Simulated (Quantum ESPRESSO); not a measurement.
A calculation with Quantum ESPRESSO 7.5 of Nb (ASE script, structure typed inline):

Contents of run.py:

```python
import numpy as np
from ase.calculators.espresso import Espresso, EspressoProfile
from ase import Atoms

atoms = Atoms(['Nb'],
              cell=[[0.0, 2.115, 2.115], [2.115, 0.0, 2.115], [2.115, 2.115, 0.0]],
              scaled_positions=[[0.0, 0.0, 0.0]],
              pbc=True)

input_data = {
    'control': {'calculation': 'scf', 'prefix': 'pwscf', 'outdir': './tmp', 'tprnfor': True, 'tstress': True, 'disk_io': 'nowf'},
    'system': {'ecutwfc': 55.0, 'ecutrho': 440.0, 'nbnd': 12, 'occupations': 'smearing', 'smearing': 'fd', 'degauss': 0.00367493},
    'electrons': {'conv_thr': 2e-10, 'electron_maxstep': 120, 'mixing_beta': 0.5},
}
pseudopotentials = {'Nb': 'Nb.pbe-spn-kjpaw_psl.0.3.0.UPF'}
profile = EspressoProfile(command='pw.x', pseudo_dir='pseudo')
dft = Espresso(profile=profile, input_data=input_data, pseudopotentials=pseudopotentials, kpts=(11, 11, 11), koffset=(0, 0, 0))
atoms.calc = dft

print(f'energy {atoms.get_potential_energy():.8f} eV')
print('forces (eV/A)')
print(np.round(atoms.get_forces(), 6))
print('stress (eV/A^3, Voigt)')
print(np.round(atoms.get_stress(), 8))
print(f'Fermi level {dft.get_fermi_level():.4f} eV')
```

Potentials or basis: SSSP 1.3 efficiency PBE.

The run is started by

```console
$ OMP_NUM_THREADS=1 python run.py
```

This isn't the form of Nb at room conditions, which is bcc.

**Question.** Write the same calculation in another form: native input, structure typed inline.

**Answer.** As run:

File pw.in:

```
&CONTROL
  calculation = 'scf'
  prefix = 'pwscf'
  outdir = './tmp'
  pseudo_dir = './pseudo'
  tprnfor = .true.
  tstress = .true.
  disk_io = 'low'
/
&SYSTEM
  ibrav = 0
  nat = 1
  ntyp = 1
  ecutwfc = 55
  ecutrho = 440
  nbnd = 12
  occupations = 'smearing'
  smearing = 'fd'
  degauss = 0.00367493
/
&ELECTRONS
  conv_thr = 2d-10
  electron_maxstep = 120
  mixing_beta = 0.5
/
ATOMIC_SPECIES
Nb    92.9064 Nb.pbe-spn-kjpaw_psl.0.3.0.UPF
CELL_PARAMETERS angstrom
   0.0000000000    2.1150000000    2.1150000000
   2.1150000000    0.0000000000    2.1150000000
   2.1150000000    2.1150000000    0.0000000000
ATOMIC_POSITIONS crystal
Nb     0.0000000000    0.0000000000    0.0000000000
K_POINTS automatic
11 11 11 0 0 0
```

File pp_density.in:

```
&INPUTPP
  prefix = 'pwscf'
  outdir = './tmp'
  filplot = 'density.dat'
  plot_num = 0
/
&PLOT
  nfile = 1
  filepp(1) = 'density.dat'
  iflag = 3
  output_format = 6
  fileout = 'density.cube'
/
```

File pp_potential.in:

```
&INPUTPP
  prefix = 'pwscf'
  outdir = './tmp'
  filplot = 'potential.dat'
  plot_num = 11
/
&PLOT
  nfile = 1
  filepp(1) = 'potential.dat'
  iflag = 3
  output_format = 6
  fileout = 'potential.cube'
/
```

Potentials or basis: SSSP 1.3 efficiency PBE.

Run with:

```bash
$ OMP_NUM_THREADS=1 pw.x -in pw.in > pw.out
$ OMP_NUM_THREADS=1 pp.x -in pp_density.in > pp_density.out
$ OMP_NUM_THREADS=1 pp.x -in pp_potential.in > pp_potential.out
```

Both were run:

|  | ASE script, structure typed inline | native input, structure typed inline |
| --- | --- | --- |
| Pressure | -1.9 GPa | -1.9 GPa |
| Band gap on the k mesh | none (metal or under the smearing width) | none (metal or under the smearing width) |

Keys that steer only the numerical path or the files written may differ.
